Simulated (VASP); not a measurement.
# Ge (Fd-3m) in VASP: notebook

One crystal, Ge, is run at these levels: r2SCAN; tasks: relaxation of cell and atoms, relaxation of the atoms.

Everything below comes from runs of VASP 6.6.1. Logs are shortened: lines on timing, memory, paths and dates and some standing lists are left out, and cuts for length are marked.

### 1 Starting point

The structure is cubic, space group Fd-3m (No. 227). The conventional cell has a = 5.658 Å, b = 5.658 Å, c = 5.658 Å, α = 90.00°, β = 90.00°, γ = 90.00°. Ge (site symmetry -43m) has 4 Ge at 2.45 Å as nearest neighbours.

### 2 Relaxation of cell and atoms, r2SCAN

INCAR reads:

```
SYSTEM = Ge
ALGO = Normal ; EDIFF = 1E-6
EDIFFG = -0.01 ; ENCUT = 600
IBRION = 2 ; ISIF = 3
ISMEAR = 0 ; LASPH = .True.
LCHARG = .False. ; LMIXTAU = .True.
LREAL = .False. ; LWAVE = .False.
METAGGA = R2SCAN ; NELM = 80
NSW = 90 ; PREC = Accurate
SIGMA = 0.03
```

KPOINTS reads:

```
k-points
0
Gamma
  10 10 10
  0 0 0
```

POSCAR reads:

```
Ge
1.0
    0.0000000000      2.8289100000      2.8289100000
    2.8289100000      0.0000000000      2.8289100000
    2.8289100000      2.8289100000      0.0000000000
Ge
2
Direct
    0.0000000000      0.0000000000      0.0000000000
    0.2500000000      0.2500000000      0.2500000000
```

Potentials or basis: VASP PAW PBE potentials, release 64 (Ge_d).

Command:

```bash
cat potpaw_PBE.64/Ge_d/POTCAR > POTCAR
mpirun -np 1 vasp_std > vasp.out
```

OUTCAR:

```text
SYSTEM = Ge
   EDIFF = 1E-6
   EDIFFG = -0.01
   ENCUT = 600
   IBRION = 2
   ISIF = 3
   ISMEAR = 0
   LASPH = .True.
   LREAL = .False.
   METAGGA = R2SCAN
   NELM = 80
   NSW = 90
   PREC = Accurate

 ion  position               nearest neighbor table
   1  0.000  0.000  0.000-   2 2.45   2 2.45   2 2.45   2 2.45
   2  0.250  0.250  0.250-   1 2.45   1 2.45   1 2.45   1 2.45

  LATTYP: Found a face centered cubic cell.
 ALAT       =     5.6578200000

  Lattice vectors:

 A1 = (   0.0000000000,   2.8289100000,   2.8289100000)
 A2 = (   2.8289100000,   0.0000000000,   2.8289100000)
 A3 = (   2.8289100000,   2.8289100000,   0.0000000000)

Analysis of symmetry for initial positions (statically):
=====================================================================
 Subroutine PRICEL returns:
 Original cell was already a primitive cell.

 Routine SETGRP: Setting up the symmetry group for a
 face centered cubic supercell.

 Subroutine GETGRP returns: Found 48 space group operations
 (whereof 24 operations were pure point group operations)
 out of a pool of 48 trial point group operations.

The static configuration has the point symmetry T_d .
 The point group associated with its full space group is O_h .

Analysis of symmetry for dynamics (positions and initial velocities):
=====================================================================
 Subroutine PRICEL returns:
 Original cell was already a primitive cell.

 Routine SETGRP: Setting up the symmetry group for a
 face centered cubic supercell.

 Subroutine GETGRP returns: Found 48 space group operations
 (whereof 24 operations were pure point group operations)
 out of a pool of 48 trial point group operations.

The dynamic configuration has the point symmetry T_d .
 The point group associated with its full space group is O_h .

 Subroutine INISYM returns: Found 48 space group operations
 (whereof 24 operations are pure point group operations),
 and found     1 'primitive' translations

----------------------------------------------------------------------------------------

                                     Primitive cell

  volume of cell :      45.2780

  direct lattice vectors                    reciprocal lattice vectors
     0.000000000  2.828910000  2.828910000    -0.176746521  0.176746521  0.176746521
     2.828910000  0.000000000  2.828910000     0.176746521 -0.176746521  0.176746521
     2.828910000  2.828910000  0.000000000     0.176746521  0.176746521 -0.176746521

  length of vectors
     4.000682889  4.000682889  4.000682889     0.306133954  0.306133954  0.306133954

  position of ions in fractional coordinates (direct lattice)
     0.000000000  0.000000000  0.000000000
     0.250000000  0.250000000  0.250000000

  ion indices of the primitive-cell ions
   primitive index   ion index
                 1           1
                 2           2

----------------------------------------------------------------------------------------

 KPOINTS: k-points

Automatic generation of k-mesh.
 Grid dimensions read from file:
 generate k-points for:   10   10   10

 Generating k-lattice:

  Cartesian coordinates                     Fractional coordinates (reciprocal lattice)
    -0.017674652  0.017674652  0.017674652     0.100000000  0.000000000  0.000000000
     0.017674652 -0.017674652  0.017674652     0.000000000  0.100000000  0.000000000
     0.017674652  0.017674652 -0.017674652     0.000000000  0.000000000  0.100000000

  Length of vectors
     0.030613395  0.030613395  0.030613395

  Shift w.r.t. Gamma in fractional coordinates (k-lattice)
     0.000000000  0.000000000  0.000000000

 Subroutine IBZKPT returns following result:
 ===========================================

 Found     47 irreducible k-points:

 Following reciprocal coordinates:
            Coordinates               Weight
  0.000000  0.000000  0.000000      1.000000
  0.100000  0.000000  0.000000      8.000000
  0.200000  0.000000  0.000000      8.000000
  0.300000  0.000000  0.000000      8.000000
  0.400000  0.000000  0.000000      8.000000
  0.500000  0.000000  0.000000      4.000000
[... 16 lines left out ...]
  0.300000  0.300000  0.000000      6.000000
  0.400000  0.300000  0.000000     24.000000
 [... further k-points ...]
   k-points           NKPTS =     47   k-points in BZ     NKDIM =     47   number of bands    NBANDS=     18
   number of dos      NEDOS =    301   number of ions     NIONS =      2
   total plane-waves  NPLWV =  32768
   dimension x,y,z NGX =    32 NGY =   32 NGZ =   32
   dimension x,y,z NGXF=    64 NGYF=   64 NGZF=   64
   ions per type =               2
   NGX,Y,Z   is equivalent  to a cutoff of  13.30, 13.30, 13.30 a.u.
   NGXF,Y,Z  is equivalent  to a cutoff of  26.59, 26.59, 26.59 a.u.
 SYSTEM =  Ge
   PREC   = accura    normal or accurate (medium, high low for compatibility)
   ISTART =      0    job   : 0-new  1-cont  2-samecut
   ICHARG =      2    charge: 1-file 2-atom 10-const
   ISPIN  =      1    spin polarized calculation?
   LNONCOLLINEAR =      F non collinear calculations
   LSORBIT =      F    spin-orbit coupling
   LASPH  =      T    aspherical Exc in radial PAW
   ENCUT  =  600.0 eV  44.10 Ry    6.64 a.u.   7.99  7.99  7.99*2*pi/ulx,y,z
   NELM   =     80;   NELMIN=  2; NELMDL= -5     # of ELM steps
   EDIFF  = 0.1E-05   stopping-criterion for ELM
   LREAL  =      F    real-space projection
   EDIFFG = -.1E-01   stopping-criterion for IOM
   NSW    =     90    number of steps for IOM
   IBRION =      2    ionic relax: 0-MD 1-quasi-New 2-CG
   NFREE  =      1    steps in history (QN), initial steepest desc. (CG)
   ISIF   =      3    stress and relaxation
   ISYM   =      2    0-nonsym 1-usesym 2-fastsym
   POTIM  = 0.5000    time-step for ionic-motion
   TEBEG  =    0.0;   TEEND  =   0.0 temperature during run
   PSTRESS=    0.0 pullay stress
   NELECT =      28.0000    total number of electrons
   NUPDOWN=      -1.0000    fix difference up-down
   EMIN   =  10.00;   EMAX   =-10.00  energy-range for DOS
   EFERMI =   0.00;   METHOD = LEGACY
   ISMEAR =     0;   SIGMA  =   0.03  broadening in eV -4-tet -1-fermi 0-gaus
   EFERMI_NEDOS =   21; number of points for ismear=-14 and -15
   IALGO  =     38    algorithm
   IMIX   =      4    mixing-type and parameters
     AMIX     =   0.40;   BMIX     =  1.00
     AMIX_MAG =   1.60;   BMIX_MAG =  1.00
  volume/ion in A,a.u.               =      22.64       152.78
  Fermi-wavevector in a.u.,A,eV,Ry     =   1.394756  2.635708 26.468033  1.945346
  Thomas-Fermi vector in A             =   2.518275
   LORBIT       =      0    0 simple, 1 ext, 2 COOP (PROOUT), +10 PAW based schemes
   METAGGA = R2SCAN    functional components
   LHFCALC =     F    Hartree Fock is set to
   AEXX    =    0.0000 exact exchange contribution
   IVDW    =     0    specifies the selected vdW correction
   LEPSILON=     F    determine dielectric tensor
   LRPA    =     F    only Hartree local field effects (RPA)
 conjugate gradient relaxation of ions
 non-spin polarized calculation
 Gauss-broadening in eV      SIGMA  =   0.03
  energy-cutoff  :      600.00
  volume of cell :       45.28
 maximum number of plane-waves:      1524
   NGX = 15   NGY = 15   NGZ = 15

--------------------------------------- Ionic step        1  -------------------------------------------

 number of electron      28.0000013 magnetization

 Free energy of the ion-electron system (eV)
  ---------------------------------------------------
  ext. energy  EPLUGINS =         0.00000000
  ---------------------------------------------------
  free energy    TOTEN  =       -27.74287299 eV

  energy without entropy =      -27.74287299  energy(sigma->0) =      -27.74287299

------------------------ aborting loop because EDIFF is reached ----------------------------------------

  FORCE on cell =-STRESS in cart. coord.  units (eV):
  Direction    XX          YY          ZZ          XY          YZ          ZX
  --------------------------------------------------------------------------------------
  -------------------------------------------------------------------------------------
  Total        0.2123491      0.2123491      0.2123491      0.0000000      0.0000000      0.0000000
  in kB        7.5140415      7.5140415      7.5140415      0.0000000      0.0000000      0.0000000
  external PRESSURE =       7.5140415 kB  Pullay stress =       0.0000000 kB
[... 57 lines left out ...]
  energy  without entropy=      -27.7436524331  energy(sigma->0) =      -27.74365243

--------------------------------------- Ionic step        3  -------------------------------------------

 number of electron      28.0000020 magnetization

 Free energy of the ion-electron system (eV)
  ---------------------------------------------------
  ext. energy  EPLUGINS =         0.00000000
  ---------------------------------------------------
  free energy    TOTEN  =       -27.74392792 eV

  energy without entropy =      -27.74392792  energy(sigma->0) =      -27.74392792

 E-fermi :   4.8385     XC(G=0): -10.7670

 val. band max:        4.7026761770   @ k =   0.0000   0.0000   0.0000
 cond. band min:       5.0105128480   @ k =   0.0000   0.0000   0.0000
 fundamental gap:      0.3078366711
 Fermi energy:         4.8385249431

 k-point     1 :       0.0000    0.0000    0.0000
  band No.  band energies     occupation
      1     -20.7774      2.00000
      2     -20.7774      2.00000
      3     -20.7774      2.00000
      4     -20.7387      2.00000
      5     -20.7387      2.00000
      6     -20.5267      2.00000
[... 10 lines left out ...]
     17       7.4123      0.00000
     18       7.4123      0.00000
[... 466 lines left out ...]
      2     -20.8056      2.00000
      3     -20.7611      2.00000
      4     -20.6735      2.00000
      5     -20.6553      2.00000
      6     -20.6296      2.00000
[... 10 lines left out ...]
     17      11.7879      0.00000
     18      12.3182      0.00000

 [... further k-points ...]

------------------------ aborting loop because EDIFF is reached ----------------------------------------

  FORCE on cell =-STRESS in cart. coord.  units (eV):
  Direction    XX          YY          ZZ          XY          YZ          ZX
  --------------------------------------------------------------------------------------
  -------------------------------------------------------------------------------------
  Total       -0.0007410     -0.0007410     -0.0007410      0.0000000      0.0000000     -0.0000000
  in kB       -0.0259583     -0.0259583     -0.0259583      0.0000000      0.0000000     -0.0000000
  external PRESSURE =      -0.0259583 kB  Pullay stress =       0.0000000 kB
[... 17 lines left out ...]
  FREE ENERGIE OF THE ION-ELECTRON SYSTEM (eV)
  ---------------------------------------------------
  free  energy   TOTEN  =       -27.7439279159 eV

  energy  without entropy=      -27.7439279159  energy(sigma->0) =      -27.74392792

 reached required accuracy - stopping structural energy minimisation
```

Wall time 3.5 min (1 thread of AMD EPYC 9R45 (Zen 5), shared host); peak memory 0.19 GiB.

Results:

```
Free energy                            : -27.7439 eV
Relaxed volume                         : 22.87 Å³/atom
Relaxed cell                           : a = 4.014 Å, b = 4.014 Å, c = 4.014 Å, α = 60.00°, β = 60.00°, γ = 60.00°
Space group after relaxing (to 0.05 Å) : Fd-3m (No. 227)
Energy gained by relaxing              : 0.5 meV/atom
Ionic steps                            : 3
Pressure after relaxing                : 0.0 GPa
Band gap on the k mesh                 : 0.31 eV, direct
```

Step by step:
| step | energy change (eV) | largest force (eV/Å) | pressure (GPa) | volume (Å³) |
| --- | --- | --- | --- | --- |
| 1 | 0.0000 | 0.0000 | 0.75 | 45.28 |
| 2 | -0.0008 | 0.0000 | -0.27 | 45.98 |
| 3 | -0.0011 | 0.0000 | 0.00 | 45.73 |

Final structure:
```
Ge
1.0
     0.00000    2.83839    2.83839
     2.83839    0.00000    2.83839
     2.83839    2.83839    0.00000
Ge
2
Direct
  0.00000 0.00000 0.00000
  0.25000 0.25000 0.25000
```

Levels at points of the mesh, in eV from the valence-band top:
```tsv
k point	band 12	band 13	band 14	band 15	band 16	band 17
(0.00, 0.00, 0.00)	0.00	0.00	0.00	0.31	2.71	2.71
(0.50, 0.00, 0.00)	-7.82	-1.47	-1.47	0.41	3.99	3.99
(0.50, 0.50, 0.00)	-9.18	-3.19	-3.19	0.99	0.99	10.02
```

Caveat: the PAW data sets were made with another functional, which shifts forces and pressure a little.

### 3 Relaxation of cell and atoms, r2SCAN

This run uses another cell than the first one, of 22.87 Å³/atom, 1.010 times its volume.

INCAR, as its differences from that of step 2:

```diff
@@ -1,4 +1,4 @@
 SYSTEM = Ge
-ALGO = Normal ; EDIFF = 1E-6
-EDIFFG = -0.01 ; ENCUT = 600
+ALGO = Normal ; EDIFF = 1E-7
+EDIFFG = -0.005 ; ENCUT = 600
 IBRION = 2 ; ISIF = 3
```

KPOINTS is that of step 2.

POSCAR reads:

```
Ge                                      
1.0
    0.0000000000      2.8383942281      2.8383942281
    2.8383942281      0.0000000000      2.8383942281
    2.8383942281      2.8383942281      0.0000000000
  Ge            
     2
Direct
     0.0000000000000000    0.0000000000000000    0.0000000000000000
     0.2500000000000000    0.2500000000000000    0.2500000000000000
```

Potentials or basis: VASP PAW PBE potentials, release 64 (Ge_d).

Command:

```bash
cat potpaw_PBE.64/Ge_d/POTCAR > POTCAR
mpirun -np 1 vasp_std > vasp.out
```

Run time: 2.2 min. Hardware: 1 thread of AMD EPYC 9R45 (Zen 5), shared host; peak memory 0.17 GiB.

It converged, with:

| Property | Result |
| --- | --- |
| Free energy | -27.7440 eV |
| Pressure after relaxing | 0.0 GPa |
| Band gap on the k mesh | 0.31 eV, direct |

Final structure:
```xyz
2
Lattice="0.0000 2.8384 2.8384 2.8384 0.0000 2.8384 2.8384 2.8384 0.0000" Properties=species:S:1:pos:R:3 pbc="T T T"
Ge    0.0000    0.0000    0.0000
Ge    1.4192    1.4192    1.4192
```

Levels at points of the mesh, in eV from the valence-band top:
```
           k point  band 11  band 12  band 13  band 14  band 15  band 16  band 17  band 18
(0.00, 0.00, 0.00)   -13.23     0.00     0.00     0.00     0.31     2.71     2.71     2.71
(0.50, 0.00, 0.00)   -11.06    -7.82    -1.47    -1.47     0.41     3.99     3.99     7.65
(0.50, 0.50, 0.00)    -9.18    -9.18    -3.19    -3.19     0.99     0.99    10.02    10.02
```

Caveat: the relaxation stopped at its first step, so nothing moved; the PAW data sets were made with another functional, which shifts forces and pressure a little.

### 4 Relaxation of the atoms, r2SCAN (a relaxed cell with its volume scaled by 0.94)

INCAR reads:

```
SYSTEM = Ge
ALGO = Normal ; EDIFF = 1E-7
EDIFFG = -0.01 ; ENCUT = 600
IBRION = 2 ; ISIF = 2
ISMEAR = 0 ; LASPH = .True.
LCHARG = .False. ; LMIXTAU = .True.
LREAL = .False. ; LWAVE = .False.
METAGGA = R2SCAN ; NELM = 80
NSW = 40 ; PREC = Accurate
SIGMA = 0.03
```

KPOINTS is that of step 3.

POSCAR reads:

```
Ge                                      
1.0
    0.0000000000      2.7804515569      2.7804515569
    2.7804515569      0.0000000000      2.7804515569
    2.7804515569      2.7804515569      0.0000000000
  Ge            
     2
Direct
     0.0000000000000000    0.0000000000000000    0.0000000000000000
     0.2500000000000000    0.2500000000000000    0.2500000000000000
```

Command:

```bash
cat potpaw_PBE.64/Ge_d/POTCAR > POTCAR
mpirun -np 1 vasp_std > vasp.out
```

Wall time 87 s (1 thread of AMD EPYC 9R45 (Zen 5), shared host); peak memory 0.17 GiB.

It converged, with:

```yaml
Free_energy: -27.7021 eV
Pressure_after_relaxing: 5.3 GPa
Band_gap_on_the_k_mesh: 0.62 eV, indirect (least direct gap 0.91 eV)
```

Final structure:
```
Ge
1.0
     0.00000    2.78045    2.78045
     2.78045    0.00000    2.78045
     2.78045    2.78045    0.00000
Ge
2
Direct
  0.00000 0.00000 0.00000
  0.25000 0.25000 0.25000
```

Levels at points of the mesh, in eV from the valence-band top:
```csv
k point,band 11,band 12,band 13,band 14,band 15,band 16,band 17,band 18
"(0.00, 0.00, 0.00)",-13.73,0.00,0.00,0.00,0.91,2.73,2.73,2.73
"(0.50, 0.00, 0.00)",-11.40,-8.13,-1.57,-1.57,0.62,4.02,4.02,7.69
"(0.50, 0.50, 0.00)",-9.43,-9.43,-3.42,-3.42,0.91,0.91,10.56,10.56
```

Caveat: the relaxation stopped at its first step, so nothing moved; the PAW data sets were made with another functional, which shifts forces and pressure a little.

### 5 Relaxation of the atoms, r2SCAN (a relaxed cell with its volume scaled by 0.96)

INCAR is that of step 4.

KPOINTS is that of step 4.

POSCAR reads:

```
Ge                                      
1.0
    0.0000000000      2.8000328468      2.8000328468
    2.8000328468      0.0000000000      2.8000328468
    2.8000328468      2.8000328468      0.0000000000
  Ge            
     2
Direct
     0.0000000000000000    0.0000000000000000    0.0000000000000000
     0.2500000000000000    0.2500000000000000    0.2500000000000000
```

Command:

```bash
cat potpaw_PBE.64/Ge_d/POTCAR > POTCAR
mpirun -np 1 vasp_std > vasp.out
```

It took 1.8 min on 1 thread of AMD EPYC 9R45 (Zen 5), shared host; peak memory 0.17 GiB.

The run converged. Its results:

```yaml
Free_energy: -27.7260 eV
Pressure_after_relaxing: 3.2 GPa
Band_gap_on_the_k_mesh: 0.55 eV, indirect (least direct gap 0.70 eV)
```

Final structure:
```
Ge
1.0
     0.00000    2.80003    2.80003
     2.80003    0.00000    2.80003
     2.80003    2.80003    0.00000
Ge
2
Direct
  0.00000 0.00000 0.00000
  0.25000 0.25000 0.25000
```

Levels at points of the mesh, in eV from the valence-band top:
```csv
k point,band 11,band 12,band 13,band 14,band 15,band 16,band 17,band 18
"(0.00, 0.00, 0.00)",-13.55,0.00,0.00,0.00,0.70,2.72,2.72,2.72
"(0.50, 0.00, 0.00)",-11.28,-8.02,-1.54,-1.54,0.55,4.01,4.01,7.68
"(0.50, 0.50, 0.00)",-9.34,-9.34,-3.34,-3.34,0.93,0.93,10.38,10.38
```

Caveat: the relaxation stopped at its first step, so nothing moved; the PAW data sets were made with another functional, which shifts forces and pressure a little.

### 6 Relaxation of the atoms, r2SCAN (a relaxed cell with its volume scaled by 0.98)

INCAR is that of step 5.

KPOINTS is that of step 5.

POSCAR reads:

```
Ge                                      
1.0
    0.0000000000      2.8193440284      2.8193440284
    2.8193440284      0.0000000000      2.8193440284
    2.8193440284      2.8193440284      0.0000000000
  Ge            
     2
Direct
     0.0000000000000000    0.0000000000000000    0.0000000000000000
     0.2500000000000000    0.2500000000000000    0.2500000000000000
```

Potentials or basis: VASP PAW PBE potentials, release 64 (Ge_d).

Command:

```bash
cat potpaw_PBE.64/Ge_d/POTCAR > POTCAR
mpirun -np 1 vasp_std > vasp.out
```

Wall time 88 s (1 thread of AMD EPYC 9R45 (Zen 5), shared host); peak memory 0.17 GiB.

The run converged. Its results:

* Free energy: -27.7396 eV
* Pressure after relaxing: 1.5 GPa
* Band gap on the k mesh: 0.48 eV, indirect (least direct gap 0.50 eV)

Final structure:
```
Ge
1.0
     0.00000    2.81934    2.81934
     2.81934    0.00000    2.81934
     2.81934    2.81934    0.00000
Ge
2
Cartesian
  0.0000 0.0000 0.0000
  1.4097 1.4097 1.4097
```

Levels at points of the mesh, in eV from the valence-band top:
```tsv
k point	band 11	band 12	band 13	band 14	band 15	band 16	band 17	band 18
(0.00, 0.00, 0.00)	-13.39	0.00	0.00	0.00	0.50	2.72	2.72	2.72
(0.50, 0.00, 0.00)	-11.17	-7.92	-1.50	-1.50	0.48	4.00	4.00	7.67
(0.50, 0.50, 0.00)	-9.26	-9.26	-3.26	-3.26	0.96	0.96	10.19	10.19
```

Caveat: the relaxation stopped at its first step, so nothing moved; the PAW data sets were made with another functional, which shifts forces and pressure a little. A k mesh can miss the band edges.

### 7 Summary

```tsv
task	cell	gap on the mesh (eV)	pressure (GPa)
relaxation of cell and atoms	relaxed	0.31	0.0
relaxation of the atoms	atoms relaxed from: a relaxed cell with its volume scaled by 0.94	0.62	5.3
relaxation of the atoms	atoms relaxed from: a relaxed cell with its volume scaled by 0.96	0.55	3.2
relaxation of the atoms	atoms relaxed from: a relaxed cell with its volume scaled by 0.98	0.48	1.5
```

Alike in all rows: level r2SCAN; potentials or basis VASP PAW PBE potentials, release 64 (Ge_d); no spin polarisation; k mesh 10 × 10 × 10; cutoff (eV) 600; smearing gaussian 0.03 eV.

Caveats: the relaxation stopped at its first step, so nothing moved; the PAW data sets were made with another functional, which shifts forces and pressure a little.

Total energies depend on the potentials used, so only differences within one code and one set of settings carry meaning.
